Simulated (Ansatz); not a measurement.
**GaN under changes of volume**

One of the cells (11.564 Å³/atom); the others are scaled copies at fixed shape and fractional positions:

```
CELL_PARAMETERS angstrom
3.21154 0.00000 0.00000
-1.60577 2.78127 0.00000
0.00000 0.00000 10.35684
ATOMIC_POSITIONS crystal
Ga 0.00000 0.00000 0.78587
Ga 0.66667 0.33333 0.03735
Ga 0.33333 0.66667 0.53735
Ga 0.00000 0.00000 0.28587
N 0.00000 0.00000 0.09304
N 0.66667 0.33333 0.34375
N 0.00000 0.00000 0.59304
N 0.33333 0.66667 0.84374
```

The cell is a database's computed one.

```yaml
Program: Ansatz 0.2.0
Functional: PBEsol
Potentials_or_basis: all-electron LAPW, scalar-relativistic
Cutoff: 426 eV (chosen from the basis error)
Basis_error_allowed: 0.001 eV/atom
k_mesh: 10 × 10 × 3
Occupations: fermi-dirac, width 0.05 eV
Spin: no spin polarisation
```

```csv
volume (Å³/atom),energy over the lowest point (meV/atom),pressure (GPa),gap on the mesh (eV),largest force (eV/Å)
10.870,4.47,5.2,1.25,0.662
11.101,0.00,1.0,1.09,0.511
11.332,1.27,-2.7,0.94,0.371
11.564,7.68,-6.1,0.79,0.242
11.795,?,?,?,?
12.026,33.74,-11.7,0.51,0.241
12.257,52.44,-14.1,0.39,0.279
```

Problem. What does the run at 11.795 Å³/atom give?

Solution. Energy over the lowest point 18.66 meV/atom; pressure -9.1 GPa; gap on the mesh 0.65 eV; largest force 0.227 eV/Å.

Worked out: A Birch-Murnaghan fit of order 3 (a polynomial in V^(-2/3)) to the other rows has its minimum at 11.16 Å³/atom with B0 = V·E''(V) = 186 GPa and B' = 4.5 at fixed shape and positions, which overstates the stiffness. It gives 18.67 meV/atom at 11.795 Å³/atom, against the run's 18.66, and -dE/dV = -9.1 GPa, against -9.1. A straight line through the other rows of the gap, of slope -7.18 eV per unit of ln V (its deformation potential), gives 0.66 eV, against the run's 0.65.

Energies are extrapolated to zero smearing.

Spin-orbit coupling on Ga is left out.
